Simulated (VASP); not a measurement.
## A VASP 6.6.1 single-point calculation on GaP

INCAR

```
ISMEAR = -1
NELM = 57
ENCUT = 250
LASPH = .TRUE.
SIGMA = 0.02
ISIF = 2
NSW = 0
EDIFF = 1E-7
LCHARG = .FALSE.
IBRION = -1
LWAVE = .FALSE.
NBANDS = 16
LREAL = .FALSE.
GGA = PE
PREC = Medium
```

KPOINTS

```
KPOINTS created by Atomic Simulation Environment
0
Gamma
8 8 8
0 0 0
```

POSCAR

```
Ga P
 1.0000000000000000
     0.0000000000000000    2.7253992946999999    2.8616692594000002
     2.7253992946999999    0.0000000000000000    2.8616692594000002
     2.7253992946999999    2.7253992946999999    0.0000000000000000
 Ga  P
   1   1
Cartesian
  0.0000000000000000  0.0000000000000000  0.0000000000000000
  1.3626996473499997  1.3626996473499997  1.4308346297000001
```

The recommended PBE PAW datasets give the neutral cell 18 valence electrons.

Command

```
mpirun -np 1 vasp_std
```

OSZICAR

```
N       E                     dE             d eps       ncg     rms          rms(c)
DAV:   1     0.583033730274E+02    0.58303E+02   -0.64550E+03  1928   0.106E+03
DAV:   2    -0.554275590388E+01   -0.63846E+02   -0.61847E+02  2336   0.212E+02
DAV:   3    -0.929395877547E+01   -0.37512E+01   -0.37460E+01  2232   0.477E+01
DAV:   4    -0.934033343769E+01   -0.46375E-01   -0.46363E-01  2520   0.571E+00
DAV:   5    -0.934119058283E+01   -0.85715E-03   -0.85711E-03  2272   0.636E-01    0.438E+00
DAV:   6    -0.910293715018E+01    0.23825E+00   -0.39694E-01  2912   0.983E+00    0.288E+00
DAV:   7    -0.908046206360E+01    0.22475E-01   -0.83644E-02  2440   0.189E+00    0.117E+00
DAV:   8    -0.908072554426E+01   -0.26348E-03   -0.13196E-02  2192   0.129E+00    0.150E-01
DAV:   9    -0.908111086981E+01   -0.38533E-03   -0.12240E-03  2368   0.457E-01    0.879E-02
DAV:  10    -0.908119520155E+01   -0.84332E-04   -0.10806E-04  2608   0.975E-02    0.443E-02
DAV:  11    -0.908126782852E+01   -0.72627E-04   -0.10191E-04  2280   0.863E-02    0.494E-03
DAV:  12    -0.908126727524E+01    0.55328E-06   -0.31774E-06  2320   0.209E-02    0.258E-03
DAV:  13    -0.908126768194E+01   -0.40670E-06   -0.91677E-07  2504   0.771E-03    0.201E-03
DAV:  14    -0.908126773502E+01   -0.53077E-07   -0.32698E-08  1784   0.130E-03
   1 F= -.90812677E+01 E0= -.90812677E+01  d E =-.190311E-10
```

From OUTCAR

```
k-points           NKPTS =     59   k-points in BZ     NKDIM =     59   number of bands    NBANDS=     16

   NELECT =      18.0000    total number of electrons

   dimension x,y,z NGX =    16 NGY =   16 NGZ =   16
   dimension x,y,z NGXF=    28 NGYF=   28 NGZF=   28

  energy-cutoff  :      250.00
  volume of cell :       42.51
      direct lattice vectors                 reciprocal lattice vectors
     0.000000000  2.725399295  2.861669259    -0.183459356  0.183459356  0.174723196
     2.725399295  0.000000000  2.861669259     0.183459356 -0.183459356  0.174723196
     2.725399295  2.725399295  0.000000000     0.183459356  0.183459356 -0.174723196

 k-points in reciprocal lattice and weights: KPOINTS created by Atomic Simulation Env
   0.00000000  0.00000000  0.00000000       0.002
   0.12500000 -0.00000000  0.00000000       0.016
   0.25000000 -0.00000000  0.00000000       0.016
   0.37500000 -0.00000000  0.00000000       0.016
   0.50000000 -0.00000000  0.00000000       0.008
   0.12500000  0.12500000  0.00000000       0.004
   0.25000000  0.12500000  0.00000000       0.016
   0.37500000  0.12500000  0.00000000       0.016
   ...

 E-fermi :   4.6405

 k-point     1 :       0.0000    0.0000    0.0000
  band No.  band energies     occupation
      1     -10.3831      2.00000
      2     -10.3711      2.00000
      3     -10.3710      2.00000
      4     -10.2913      2.00000
      5     -10.2874      2.00000
      6      -7.9646      2.00000
      7       3.9764      2.00000
      8       4.2622      2.00000
      9       4.2622      2.00000
     10       5.5668      0.00000
     11       8.0562      0.00000
     12       8.0565      0.00000
     13       8.1700      0.00000
     14      12.7364      0.00000
     15      13.4867      0.00000
     16      14.3736      0.00000

 k-point     2 :       0.1250   -0.0000    0.0000
  band No.  band energies     occupation
      1     -10.3862      2.00000
      2     -10.3725      2.00000
      3     -10.3660      2.00000
      4     -10.2963      2.00000
      5     -10.2875      2.00000
      6      -7.7755      2.00000
      7       2.5316      2.00000
      8       3.8485      2.00000
      9       4.0700      2.00000
     10       6.3290      0.00000
     11       8.3439      0.00000
     12       8.3947      0.00000
     13       8.6507      0.00000
     14      12.9277      0.00000
     15      13.6592      0.00000
     16      13.6756      0.00000

 k-point     3 :       0.2500   -0.0000    0.0000
  band No.  band energies     occupation
      1     -10.4082      2.00000
      2     -10.3662      2.00000
      3     -10.3578      2.00000
      4     -10.2988      2.00000
      5     -10.2829      2.00000
      6      -7.2399      2.00000
      7       0.3942      2.00000
      8       3.4021      2.00000
      9       3.7048      2.00000
     10       6.1265      0.00000
     11       8.8421      0.00000
     12       8.9587      0.00000
     13      10.2881      0.00000
     14      12.9655      0.00000
     15      13.2687      0.00000
     16      14.0600      0.00000

 ...

  Total       -1.0155610     -1.0155610     -2.0481033      0.0000000      0.0000000      0.0000000
  in kB      -38.2742690    -38.2742690    -77.1885238      0.0000000      0.0000000      0.0000000
  external PRESSURE =     -51.2456873 kB  Pullay stress =       0.0000000 kB

 POSITION                                       TOTAL-FORCE (eV/Angst)
 -----------------------------------------------------------------------------------
      0.00000      0.00000      0.00000         0.000000      0.000000     -0.000000
      1.36270      1.36270      1.43083        -0.000000     -0.000000      0.000000
 -----------------------------------------------------------------------------------
    total drift:                               -0.000014     -0.000014      0.000111

  FREE ENERGIE OF THE ION-ELECTRON SYSTEM (eV)
  ---------------------------------------------------
  free  energy   TOTEN  =        -9.0812677350 eV

  energy  without entropy=       -9.0812677350  energy(sigma->0) =       -9.08126774
```

It converged. Results: gap between bands v and c on the k mesh 1.30 eV; least direct gap on the k mesh 1.30 eV; pressure -5.1 GPa. Band v is the last that the valence electrons fill when counted band by band, and c is the next.

These settings aren't sound, so the numbers aren't properties of the crystal.

On sound settings PBE gives a gap of 1.31 eV on its mesh and a pressure of -1.4 GPa for the intended cell.

The run took about 7 s on one core of a shared host (Intel Xeon Platinum 8488C) and held 0.11 GiB at most.
